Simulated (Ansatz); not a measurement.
# BN: stress in a strained cell

BN is deformed so: equal xy, yz and zx engineering shear strains of +2 %. What stress and forces result, by LAPW, PAW and all-electron datasets made for the crystal?

Method: DFT PBEsol, scalar-relativistic, in Ansatz 0.2.0.

## (1) The starting structure

Symmetry: P6_3/mmc, No. 194, hexagonal system. The conventional cell has a = 2.504 Å, b = 2.504 Å, c = 6.661 Å, α = 90.00°, β = 90.00°, γ = 120.00°. Around B (site symmetry -6m2) lie 3 N at 1.45 Å. N (site symmetry -6m2) has 3 B at 1.45 Å in its first shell of neighbours.

Structure file:

```
CELL_PARAMETERS angstrom
2.50399 0.00000 0.00000
-1.25200 2.16852 0.00000
0.00000 0.00000 6.66120
ATOMIC_POSITIONS crystal
B 0.33333 0.66667 0.25000
B 0.66667 0.33333 0.75000
N 0.33333 0.66667 0.75000
N 0.66667 0.33333 0.25000
```

Atoms are numbered in the order of the input: B1, B2, N3, N4.

## (2) The deformed structure

Space group P6_3/mmc before, P-1 after.

## (3) Full-potential LAPW

File input.yaml:

```yaml
crystal:
  lattice:
    - [2.5039917043, 0.025039917, 0.025039917]
    - [-1.2303106479, 2.1560004683, 0.0091652458]
    - [0.066612, 0.066612, 6.6612]
  atoms:
    - { symbol: B, position: [0.3333333333, 0.6666666667, 0.25] }
    - { symbol: B, position: [0.6666666667, 0.3333333333, 0.75] }
    - { symbol: "N", position: [0.3333333333, 0.6666666667, 0.75] }
    - { symbol: "N", position: [0.6666666667, 0.3333333333, 0.25] }
kpoints:
  mp_grid: { grid: [11, 11, 4] }
  band_path:
    path:
      - [0.0, 0.0, 0.0]
      - [0.0, -0.5, 0.0]
      - [0.0, 0.0, 0.5]
      - [0.0, 0.0, 0.0]
      - [-0.5, 0.0, 0.0]
      - [-0.5, 0.5, -0.5]
      - [0.0, 0.0, 0.0]
      - [-0.5, 0.0, -0.5]
      - [-0.5, 0.5, 0.0]
    npoints: 5
scf:
  occupations: { method: fermi_dirac, width: 0.03 }
hamiltonian:
  xc: pbesol
  pseudopotentials: { kind: all_electron, lapw: { basis_error: 0.0005 } }
output:
  forces: true
  stress: true
  eigenvalues: true
```

Launch:

```bash
$ ansatz run input.yaml --threads 1 --pin off --max-ram 4096MiB --backend cpu --events-out ev --progress --plain --runs-dir out
```

## (4) PAW on the default files

File input.yaml:

```yaml
crystal:
  lattice:
    - [2.5039917043, 0.025039917, 0.025039917]
    - [-1.2303106479, 2.1560004683, 0.0091652458]
    - [0.066612, 0.066612, 6.6612]
  atoms:
    - { symbol: B, position: [0.3333333333, 0.6666666667, 0.25] }
    - { symbol: B, position: [0.6666666667, 0.3333333333, 0.75] }
    - { symbol: "N", position: [0.3333333333, 0.6666666667, 0.75] }
    - { symbol: "N", position: [0.6666666667, 0.3333333333, 0.25] }
kpoints:
  mp_grid: { grid: [11, 11, 4] }
scf:
  occupations: { method: fermi_dirac, width: 0.03 }
hamiltonian:
  xc: pbesol
  pseudopotentials: { kind: paw }
output:
  forces: true
  stress: true
  eigenvalues: true
  efg: { contact_densities: true }
```

## (5) All-electron PAW on datasets made for the crystal

Edit input.yaml of step 4 so:

```diff
@@ -16,3 +16,3 @@
   xc: pbesol
-  pseudopotentials: { kind: paw }
+  pseudopotentials: { kind: all_electron, datasets: crystal }
 output:
```

(Steps that only read results are left out.)

Q: Predict the outcome of this session. Wanted: pressure; largest shear or deviatoric stress.

The runs gave:

| quantity | value |
| --- | --- |
| pressure | LAPW 0.50, PAW 0.52, crystal datasets 0.50 GPa |
| largest shear or deviatoric stress (LAPW) | 7.47 GPa |

**Reading.** The largest part of the stress beyond the pressure is 7.47 GPa in size, in the xy component; the atoms are carried along and not relaxed. No run of the undeformed cell stands beside it, so pressure and stress hold what the given cell had before the change, as far as its symmetry allows. PAW: stress within 0.05 GPa of LAPW, forces within 1 meV/Å. Crystal datasets: stress within 0.01 GPa of LAPW, forces within 1 meV/Å.
